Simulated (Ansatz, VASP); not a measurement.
**As in VASP and in Ansatz**

Contents of INCAR:

```
  ALGO = Normal
  EDIFF = 1E-6
  ENCUT = 520
  ISIF = 2
  ISMEAR = -1
  LASPH = T
  LCHARG = F
  LREAL = F
  LWAVE = F
  NBANDS = 8
  NELM = 60
  PREC = Accurate
  SIGMA = 0.08
```

KPOINTS

```
k-points
0
Gamma
  15 15 15
```

POSCAR

```
As
1.0
    2.1896082985      0.0000000000      0.0000000000
    0.0000000000      2.1896082985      0.0000000000
    0.0000000000      0.0000000000      2.1896082985
As
1
Direct
    0.0000000000      0.0000000000      0.0000000000
```

Input for Ansatz:

```yaml
crystal:
  lattice:
    - [2.1896082985, 0.0, 0.0]
    - [0.0, 2.1896082985, 0.0]
    - [0.0, 0.0, 2.1896082985]
  atoms:
    - { symbol: As, position: [0.0, 0.0, 0.0] }
kpoints:
  mp_grid: { grid: [15, 15, 15] }
scf:
  occupations: { method: fermi_dirac, width: 0.08 }
hamiltonian:
  xc: lda
  pseudopotentials: { kind: paw }
output:
  forces: true
  stress: true
  eigenvalues: true
  populations: true
```

Change from the starting cell: volume scaled by 0.55, PAW files.

Alike in both runs: task single point; functional LDA; k mesh 15 × 15 × 15; occupations fermi-dirac, width 0.08 eV; no spin polarisation.

```csv
,VASP,Ansatz
version,VASP 6.6.1,Ansatz 0.2.0
potentials or method,"VASP PAW LDA potentials, release 64 (As)","PAW with Ansatz's default frozen-core files, scalar-relativistic"
plane-wave cutoff (eV),520,420
valence electrons in the cell,5,15
```

Ansatz gave:

- pressure (GPa): 203.9

**Question.** Estimate VASP's values.

**Answer.** Pressure (GPa): 213.7.

The two sets of potentials don't hold the same shells in valence.

Caveats: the cell as given lies far from equilibrium; so large a pressure means that the cell lies far from this level's equilibrium, or that cutoff or potentials fall short (VASP).
